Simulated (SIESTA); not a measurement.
## SiNi: single point with PBE

SiNi:

```
Ni Si
1.0
     2.94277    0.00000    0.00000
     0.00000    3.28033    0.00000
     0.00000    0.00000    4.67745
Ni Si
2 2
Direct
  0.50000 0.50000 0.34250
  0.00000 0.00000 0.65750
  0.50000 0.50000 0.84314
  0.00000 0.00000 0.15686
```

The cell is a database's computed one.

```json
{
 "Program": "SIESTA 5.4.2",
 "Task": "single point",
 "Functional": "PBE",
 "Potentials or basis": "PseudoDojo 0.4 standard (PBE files)",
 "Basis": "DZP (energy shift 0.003 Ry; two zetas on semicore shells)",
 "Grid cutoff": "800 Ry",
 "Energy shift": "0.003 Ry",
 "k mesh": "9 × 8 × 6",
 "Occupations": "fermi-dirac, width 0.05 eV",
 "Spin": "collinear spin, ferromagnetic start",
 "Starting moments": "[1.0, 1.0, 0.0, 0.0] μB"
}
```

The pressure is 6.6 GPa. The largest force is 0.144 eV/Å, the band gap on the k mesh is none (metal or under the smearing width) and the net moment is 0.00 μB per cell. The hirshfeld charges are Ni +0.05; Si -0.05 e. The voronoi charges are Ni +0.03; Si -0.03 e.

Forces on the atoms (eV/Å):
```
Ni   0.000  0.000  0.144
Ni   0.000  0.000 -0.144
Si   0.000  0.000  0.025
Si   0.000  0.000 -0.025
```

Stress tensor (GPa, compression positive):
```
6.17 0.00 0.00
0.00 6.52 0.00
0.00 0.00 7.20
```

Levels at points of the mesh, in eV from the Fermi level:
Spin up:
| k point | band 19 | band 20 | band 21 | band 22 | band 23 | band 24 | band 25 | band 26 |
| --- | --- | --- | --- | --- | --- | --- | --- | --- |
| (0.00, 0.00, 0.00) | -2.34 | -2.04 | -2.04 | -1.39 | 1.24 | 2.78 | 5.19 | 5.68 |
| (0.00, 0.50, 0.00) | -2.28 | -2.28 | -2.17 | -2.17 | 1.16 | 1.16 | 5.01 | 5.01 |
| (0.00, 0.00, 0.50) | -2.70 | -2.09 | 1.08 | 1.58 | 2.00 | 2.56 | 2.90 | 3.63 |
| (0.00, 0.50, 0.50) | -2.05 | -2.05 | -2.04 | -2.04 | 5.28 | 5.28 | 5.41 | 5.41 |
Spin down:
```
           k point  band 19  band 20  band 21  band 22  band 23  band 24  band 25  band 26
(0.00, 0.00, 0.00)    -2.34    -2.04    -2.04    -1.39     1.24     2.78     5.19     5.68
(0.00, 0.50, 0.00)    -2.28    -2.28    -2.17    -2.17     1.16     1.16     5.01     5.01
(0.00, 0.00, 0.50)    -2.70    -2.09     1.08     1.58     2.00     2.56     2.90     3.63
(0.00, 0.50, 0.50)    -2.05    -2.05    -2.04    -2.04     5.28     5.28     5.41     5.41
```

Wall time 5.2 min on 1 thread of Arm Neoverse V1, with other jobs on the host, peak memory 0.49 GiB.

Caveat: Mulliken charges of long-ranged orbitals can have an unphysical sign; short orbitals over semicore shells can move pressures by several GPa; the basis of atomic orbitals isn't converged, which shifts pressures, moduli and gaps.
